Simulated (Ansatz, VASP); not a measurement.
**Si: VASP beside Ansatz**

Contents of INCAR:

```
SYSTEM = Si
ALGO     = Normal         ! electronic algorithm
EDIFF    = 1E-6           ! SCF threshold, eV
ENCUT    = 520            ! plane-wave cutoff, eV
GGA      = PE             ! functional
ISIF     = 2              ! what is computed and relaxed
ISMEAR   = -1             ! smearing method
LASPH    = .True.         ! aspherical terms in the spheres
LCHARG   = .False.        ! write CHGCAR
LREAL    = .False.        ! projectors in reciprocal space
LWAVE    = .False.        ! write WAVECAR
NBANDS   = 16             ! bands
NELM     = 60             ! most SCF steps
PREC     = Accurate       ! precision mode
SIGMA    = 0.05           ! smearing width, eV
```

File KPOINTS:

```
k-points
0
Gamma
  8 8 8
  0 0 0
```

POSCAR

```
Si
1.0
   -3.3906656383      3.3906656383      1.9600890686
    3.3906656383     -3.3906656383      1.9600890686
    3.3906656383      3.3906656383     -1.9600890686
Si
4
Direct
    0.8211989400      0.1788010600      0.0000000000
    0.1788010600      0.8211989400      0.0000000000
    0.8211989400      0.8211989400      0.6423978800
    0.1788010600      0.1788010600      0.3576021200
```

File input.yaml:

```yaml
crystal:
  lattice:
    - [-3.3906656383, 3.3906656383, 1.9600890686]
    - [3.3906656383, -3.3906656383, 1.9600890686]
    - [3.3906656383, 3.3906656383, -1.9600890686]
  atoms:
    - { symbol: Si, position: [0.82119894, 0.17880106, 0.0] }
    - { symbol: Si, position: [0.17880106, 0.82119894, 0.0] }
    - { symbol: Si, position: [0.82119894, 0.82119894, 0.64239788] }
    - { symbol: Si, position: [0.17880106, 0.17880106, 0.35760212] }
kpoints:
  mp_grid: { grid: [8, 8, 8] }
scf:
  occupations: { method: fermi_dirac, width: 0.05 }
hamiltonian:
  xc: pbe
  pseudopotentials: { kind: all_electron, lapw: { basis_error: 0.001 } }
output:
  forces: true
  stress: true
  eigenvalues: true
```

Change from the starting cell: volume scaled by 1.06.

Alike in both runs: task single point; functional PBE; k mesh 8 × 8 × 8; occupations fermi-dirac, width 0.05 eV; no spin polarisation.

|  | VASP | Ansatz |
| --- | --- | --- |
| version | VASP 6.6.1 | Ansatz 0.2.0 |
| potentials or method | VASP PAW PBE potentials, release 64 (Si) | all-electron LAPW, scalar-relativistic |
| plane-wave cutoff (eV) | 520 | see its input |

Ansatz gave:

```
gap on the k mesh at the Fermi level (eV)       : 0.26
least direct gap on the mesh (eV)               : 0.44
pressure (GPa)                                  : -3.2
largest component of the traceless stress (GPa) : 0.15
rms of the force components (eV/Å)              : 0.050
```

Task: Which values does VASP return?

Result: gap on the k mesh at the Fermi level (eV): 0.26; least direct gap on the mesh (eV): 0.44; pressure (GPa): -3.2; largest component of the traceless stress (GPa): 0.17; rms of the force components (eV/Å): 0.050.

Atom by atom the forces differ by 0.000 eV/Å (rms over components). Ansatz ran all-electron here, so the differences hold the error of VASP's frozen core and of both bases.
